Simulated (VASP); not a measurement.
# MgH$_{2}$ (fluorite): a PBE single-point calculation in VASP

INCAR

```
NELM = 120
PREC = Accurate
IBRION = -1
ENCUT = 520
NBANDS = 9
LWAVE = .FALSE.
EDIFF = 1E-7
SIGMA = 0.02
ISMEAR = -1
LCHARG = .FALSE.
NSW = 0
GGA = PE
LASPH = .TRUE.
LREAL = .FALSE.
ISIF = 2
```

KPOINTS

```
KPOINTS created by Atomic Simulation Environment
0
Gamma
10 10 10
0 0 0
```

KPOINTS_OPT

```
special points
6
Reciprocal
0.0000000000 0.0000000000 0.0000000000 1
0.5000000000 0.0000000000 0.5000000000 1
0.5000000000 0.2500000000 0.7500000000 1
0.3750000000 0.3750000000 0.7500000000 1
0.5000000000 0.5000000000 0.5000000000 1
0.6250000000 0.2500000000 0.6250000000 1
```

POSCAR

```
Mg H
 1.0000000000000000
    -0.0000000000000000    2.3649613291016132    2.3649613291016132
     2.3649613291016132   -0.0000000000000000    2.3649613291016132
     2.3649613291016132    2.3649613291016132   -0.0000000000000000
 Mg  H
   1   2
Cartesian
 -0.0000000000000000  0.0000000000000000  0.0000000000000000
  1.1824806645508066  1.1824806645508066  1.1824806645508066
  3.5474419936524195  3.5474419936524200  3.5474419936524200
```

VASP ran with the recommended PBE PAW datasets (4 valence electrons in the cell).

Command

```
mpirun -np 1 vasp_std
```

OSZICAR

```
N       E                     dE             d eps       ncg     rms          rms(c)
DAV:   1    -0.322721845775E+01   -0.32272E+01   -0.17076E+03   886   0.330E+02
DAV:   2    -0.904343264334E+01   -0.58162E+01   -0.53704E+01  1183   0.431E+01
DAV:   3    -0.916637679126E+01   -0.12294E+00   -0.12286E+00  1041   0.618E+00
DAV:   4    -0.916659770660E+01   -0.22092E-03   -0.22091E-03  1215   0.243E-01
DAV:   5    -0.916659824369E+01   -0.53709E-06   -0.53716E-06  1016   0.964E-03    0.470E+00
DAV:   6    -0.866477590304E+01    0.50182E+00   -0.34072E-01   882   0.227E+00    0.238E+00
DAV:   7    -0.849284110816E+01    0.17193E+00   -0.45273E-01   903   0.287E+00    0.372E-01
DAV:   8    -0.849666273153E+01   -0.38216E-02   -0.86837E-03   979   0.492E-01    0.598E-02
DAV:   9    -0.849660493835E+01    0.57793E-04   -0.27599E-04   995   0.773E-02    0.144E-02
DAV:  10    -0.849662430382E+01   -0.19365E-04   -0.36810E-05   948   0.308E-02    0.117E-02
DAV:  11    -0.849662297447E+01    0.13294E-05   -0.52897E-06  1020   0.829E-03    0.194E-03
DAV:  12    -0.849662290116E+01    0.73313E-07   -0.16136E-07   990   0.244E-03
   1 F= -.84966229E+01 E0= -.84965845E+01  d E =-.767896E-04
       N       E                     dE             ncg
DAV:   1     0.169455674666E+03   -0.88210E+03      108
DAV:   2     0.135636331397E+03   -0.33819E+02      145
DAV:   3     0.135118790988E+03   -0.51754E+00      141
DAV:   4     0.135117959758E+03   -0.83123E-03      133
DAV:   5     0.135117954020E+03   -0.57387E-05      132
DAV:   6     0.135117954011E+03   -0.87093E-08      148
```

From OUTCAR

```
k-points           NKPTS =     47   k-points in BZ     NKDIM =     47   number of bands    NBANDS=      9

   NELECT =       4.0000    total number of electrons

   dimension x,y,z NGX =    28 NGY =   28 NGZ =   28
   dimension x,y,z NGXF=    56 NGYF=   56 NGZF=   56

  energy-cutoff  :      520.00
  volume of cell :       26.45
      direct lattice vectors                 reciprocal lattice vectors
     0.000000000  2.364961329  2.364961329    -0.211419947  0.211419947  0.211419947
     2.364961329  0.000000000  2.364961329     0.211419947 -0.211419947  0.211419947
     2.364961329  2.364961329  0.000000000     0.211419947  0.211419947 -0.211419947

 k-points in reciprocal lattice and weights: KPOINTS created by Atomic Simulation Env
   0.00000000  0.00000000  0.00000000       0.001
   0.10000000  0.00000000  0.00000000       0.008
   0.20000000  0.00000000  0.00000000       0.008
   0.30000000  0.00000000  0.00000000       0.008
   0.40000000  0.00000000  0.00000000       0.008
   0.50000000  0.00000000  0.00000000       0.004
   0.10000000  0.10000000  0.00000000       0.006
   0.20000000  0.10000000  0.00000000       0.024
   ...

 E-fermi :   3.0923

 k-point     1 :       0.0000    0.0000    0.0000
  band No.  band energies     occupation
      1      -7.0036      2.00000
      2       4.0391      0.00000
      3      12.4799      0.00000
      4      12.4799      0.00000
      5      12.4799      0.00000
      6      15.1564      0.00000
      7      15.1564      0.00000
      8      15.1564      0.00000
      9      15.9143      0.00000

 k-point     2 :       0.1000    0.0000    0.0000
  band No.  band energies     occupation
      1      -6.8183      2.00000
      2       3.6144      0.00000
      3      11.6219      0.00000
      4      12.2246      0.00000
      5      12.2246      0.00000
      6      15.0903      0.00000
      7      15.7263      0.00000
      8      15.7263      0.00000
      9      16.2478      0.00000

 k-point     3 :       0.2000    0.0000    0.0000
  band No.  band energies     occupation
      1      -6.2676      2.00000
      2       2.4475      2.00000
      3      10.5185      0.00000
      4      11.8453      0.00000
      5      11.8453      0.00000
      6      13.6285      0.00000
      7      15.6364      0.00000
      8      15.6364      0.00000
      9      17.3546      0.00000

 k-point     4 :       0.3000    0.0000    0.0000
  band No.  band energies     occupation
      1      -5.3672      2.00000
      2       0.8228      2.00000
      3       9.8953      0.00000
      4      11.6718      0.00000
      5      11.6718      0.00000
      6      12.2127      0.00000
      7      14.1968      0.00000
      8      14.1968      0.00000
      9      19.2142      0.00000

 k-point     5 :       0.4000    0.0000    0.0000
  band No.  band energies     occupation
      1      -4.1456      2.00000
      2      -0.9482      2.00000
      3       9.7778      0.00000
      4      11.0805      0.00000
      5      11.7955      0.00000
      6      11.7955      0.00000
      7      13.0585      0.00000
      8      13.0585      0.00000
      9      21.4208      0.00000

 k-point     6 :       0.5000    0.0000    0.0000
  band No.  band energies     occupation
      1      -2.6928      2.00000
      2      -2.6018      2.00000
      3       9.9454      0.00000
      4      10.4942      0.00000
      5      12.1723      0.00000
      6      12.1723      0.00000
      7      12.3402      0.00000
      8      12.3402      0.00000
      9      22.9974      0.00000

 k-point     7 :       0.1000    0.1000    0.0000
  band No.  band energies     occupation
      1      -6.7570      2.00000
      2       3.5300      0.00000
      3      11.3486      0.00000
      4      11.3486      0.00000
      5      13.4939      0.00000
      6      14.0904      0.00000
      7      14.5154      0.00000
      8      16.7035      0.00000
      9      16.7035      0.00000

 k-point     8 :       0.2000    0.1000    0.0000
  band No.  band energies     occupation
      1      -6.3296      2.00000
      2       2.7319      2.00000
      3      10.2851      0.00000
      4      10.6961      0.00000
      5      12.3527      0.00000
      6      13.9858      0.00000
      7      14.7672      0.00000
      8      16.7651      0.00000
      9      17.6313      0.00000

 k-point     9 :       0.3000    0.1000    0.0000
  band No.  band energies     occupation
      1      -5.5491      2.00000
      2       1.3653      2.00000
      3       9.3535      0.00000
      4      10.3495      0.00000
      5      10.8033      0.00000
      6      14.0752      0.00000
      7      15.1133      0.00000
      8      16.3725      0.00000
      9      16.4490      0.00000

 k-point    10 :       0.4000    0.1000    0.0000
  band No.  band energies     occupation
      1      -4.4412      2.00000
      2      -0.2947      2.00000
      3       8.9039      0.00000
      4       9.6351      0.00000
      5      10.3334      0.00000
      6      13.9201      0.00000
      7      14.2941      0.00000
      8      15.1336      0.00000
      9      18.3906      0.00000

 k-point    11 :       0.5000    0.1000    0.0000
  band No.  band energies     occupation
      1      -3.0503      2.00000
      2      -1.9849      2.00000
      3       8.5234      0.00000
      4       9.3094      0.00000
      5      10.6583      0.00000
      6      12.9697      0.00000
      7      14.2146      0.00000
      8      14.7338      0.00000
      9      20.6284      0.00000

 k-point    12 :      -0.4000    0.1000    0.0000
  band No.  band energies     occupation
      1      -3.5363      2.00000
      2      -1.4451      2.00000
      3       8.1688      0.00000
      4       9.8584      0.00000
      5      11.3310      0.00000
      6      12.3210      0.00000
      7      13.6227      0.00000
      8      15.4707      0.00000
      9      20.9415      0.00000

 k-point    13 :      -0.3000    0.1000    0.0000
  band No.  band energies     occupation
      1      -4.8422      2.00000
      2       0.2430      2.00000
      3       8.2692      0.00000
      4      10.8638      0.00000
      5      11.9691      0.00000
      6      12.3558      0.00000
      7      13.3318      0.00000
      8      16.4912      0.00000
      9      18.6131      0.00000

 k-point    14 :      -0.2000    0.1000    0.0000
  band No.  band energies     occupation
      1      -5.8461      2.00000
      2       1.8116      2.00000
      3       8.9602      0.00000
      4      11.8426      0.00000
      5      12.2338      0.00000
      6      13.2452      0.00000
      7      13.7268      0.00000
      8      16.7185      0.00000
      9      17.3896      0.00000

 k-point    15 :      -0.1000    0.1000    0.0000
  band No.  band energies     occupation
      1      -6.5117      2.00000
      2       3.0030      1.97719
      3      10.2735      0.00000
      4      11.8756      0.00000
      5      13.0049      0.00000
      6      13.8111      0.00000
      7      15.2261      0.00000
      8      15.8998      0.00000
      9      16.4777      0.00000

 k-point    16 :       0.2000    0.2000    0.0000
  band No.  band energies     occupation
      1      -6.0309      2.00000
      2       2.5018      2.00000
      3       9.8668      0.00000
      4       9.8668      0.00000
      5      10.3368      0.00000
      6      13.2410      0.00000
      7      16.0266      0.00000
      8      18.0884      0.00000
      9      19.2524      0.00000

 k-point    17 :       0.3000    0.2000    0.0000
  band No.  band energies     occupation
      1      -5.3830      2.00000
      2       1.6838      2.00000
      3       8.5590      0.00000
      4       9.0731      0.00000
      5       9.3748      0.00000
      6      13.5098      0.00000
      7      17.0860      0.00000
      8      17.4162      0.00000
      9      18.8294      0.00000

 k-point    18 :       0.4000    0.2000    0.0000
  band No.  band energies     occupation
      1      -4.4137      2.00000
      2       0.3895      2.00000
      3       7.2401      0.00000
      4       8.3598      0.00000
      5       9.2259      0.00000
      6      14.8655      0.00000
      7      16.2144      0.00000
      8      17.5512      0.00000
      9      17.7490      0.00000

 k-point    19 :       0.5000    0.2000    0.0000
  band No.  band energies     occupation
      1      -3.1749      2.00000
      2      -1.1362      2.00000
      3       6.3520      0.00000
      4       8.1956      0.00000
      5       9.4232      0.00000
      6      14.8912      0.00000
      7      16.5227      0.00000
      8      16.8185      0.00000
      9      18.6610      0.00000

 ...

  Total        0.1224886      0.1224886      0.1224886      0.0000000      0.0000000     -0.0000000
  in kB        7.4182965      7.4182965      7.4182965      0.0000000      0.0000000     -0.0000000
  external PRESSURE =       7.4182965 kB  Pullay stress =       0.0000000 kB

 POSITION                                       TOTAL-FORCE (eV/Angst)
 -----------------------------------------------------------------------------------
      0.00000      0.00000      0.00000        -0.000000     -0.000000     -0.000000
      1.18248      1.18248      1.18248         0.000000      0.000000      0.000000
      3.54744      3.54744      3.54744        -0.000000     -0.000000     -0.000000
 -----------------------------------------------------------------------------------
    total drift:                                0.000000      0.000000      0.000000

  FREE ENERGIE OF THE ION-ELECTRON SYSTEM (eV)
  ---------------------------------------------------
  free  energy   TOTEN  =        -8.4966229012 eV

  energy  without entropy=       -8.4965461115  energy(sigma->0) =       -8.49658451
```

```yaml
gap_between_bands_v_and_c: "-1.33 eV (bands overlap: a metal)"
least_direct_gap: 2.00 eV
pressure: 0.7 GPa
```

Band v is the last that the valence electrons fill when counted band by band, and c is the next.

The run took about 16 s on one core of a shared host (Intel Xeon Platinum 8488C) and held 0.16 GiB at most.
